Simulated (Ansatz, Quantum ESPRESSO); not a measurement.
## NiAl: energy against volume and a worked fit

```xyz
2
Lattice="2.8810 0.0000 0.0000 0.0000 2.8810 0.0000 0.0000 0.0000 2.8810" Properties=species:S:1:pos:R:3 pbc="T T T"
Ni    1.4405    1.4405    1.4405
Al    0.0000    0.0000    0.0000
```

The cell was scaled at fixed shape and fractions and run with Ansatz, Ansatz PAW, cutoff 420 eV; LDA, k mesh 9 × 9 × 9 on the cell of 2 atoms, fermi-dirac occupations of 0.05 eV, collinear spin, ferromagnetic start, no spin-orbit coupling. The potentials were made for PBE. Energies are those that the program minimises, any entropy of the smearing included. For a metal such a mesh isn't converged to the digits shown. The magnetic state is the one that the start led to, which needn't be the lowest.

```csv
V (Å³/atom),energy over the lowest row (meV/atom)
11.2390,0.00
11.4781,0.03
11.7173,?
11.9564,16.13
12.1955,31.08
12.4346,49.98
12.6738,72.39
```

Q: Fit the third-order Birch-Murnaghan form, give V0, B0 and B′, and predict the energy left open.

A: With y = (V0/V)^(2/3), E = E0 + (9 V0 B0/16) [(y - 1)³ B′ + (y - 1)² (6 - 4y)]. Least squares through the rows shown give V0 = 11.3564 Å³/atom, E0 = -0.72 meV, B0 = 187.0 GPa (1 eV/Å³ = 160.218 GPa) and B′ = 4.43, with a largest miss of 0.01 meV. At V = 11.7173 the form with these constants gives 5.60 meV; the run gave 5.61 meV an atom. Other set-ups at this level, from all their volumes (Å³/atom, GPa): Ansatz, all-electron LAPW, scalar-relativistic: V0 11.349, B0 186.4; Quantum ESPRESSO, PseudoDojo 0.4.1 SR LDA standard: V0 11.320, B0 185.6; Quantum ESPRESSO, GBRV 1.5 LDA: V0 11.378, B0 187.2.
